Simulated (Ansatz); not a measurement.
**Mg: how the axes shrink under pressure**

Mg, P6_3/mmc, a = 3.189 Å, c = 10.252 Å. Ansatz: PBEsol, PAW, 420 eV, Γ-centred 18×18×4 mesh on 4 atoms, Gaussian smearing 0.10 eV; no spin polarisation. Cell and atoms are relaxed at each pressure, and no other structure is tried, so the rows at high pressure may lie past a change of phase. y = 100 ln(c/c0) with c0 = 10.2520 Å, so nearly a change in per cent. The pressures are the targets, met within 0.06 GPa.

| P (GPa) | y | 100 ln(a/a0) |
| --- | --- | --- |
| -3.0 | ? | ? |
| 0.0 | 0.00 | 0.00 |
| 3.0 | -2.28 | -2.40 |
| 8.0 | -5.12 | -5.39 |
| 15.0 | -7.72 | -8.61 |
| 30.0 | -12.19 | -13.13 |
| 60.0 | -17.88 | -18.84 |

Q: Fit y = c1 P + c2 P² to the other rows, give the linear compressibility along c, and predict the missing y.

A: Least squares on the rows shown. y = −0.56508 P + 0.0044921 P². The linear compressibility along c is −c1/100 = 5.65 per TPa, against 6.19 along a from the same fit to the last column (its missing entry is 3.29): the crystal is about as stiff along both at low pressure. The runs next to zero pressure give 9.06 and 9.58, so a parabola over the whole range misstates the start. With a term in P³ added, the coefficient of P becomes -0.7183, 27 % more, which shows how far this figure hangs on the form. At P = -3.0 the fit asked for gives 1.74. The run gave 3.09, so the fit is 1.35 too low, 6.4 % of the span of the series, against an rms of 0.60 on the fitted rows. The row lies outside the fitted range. With a term in P³ added, a fit to the same known rows predicts 2.28, which recovers part of the miss; the known rows don't hold the rest.

The mesh isn't the same in all rows (18×18×4, 18×18×6).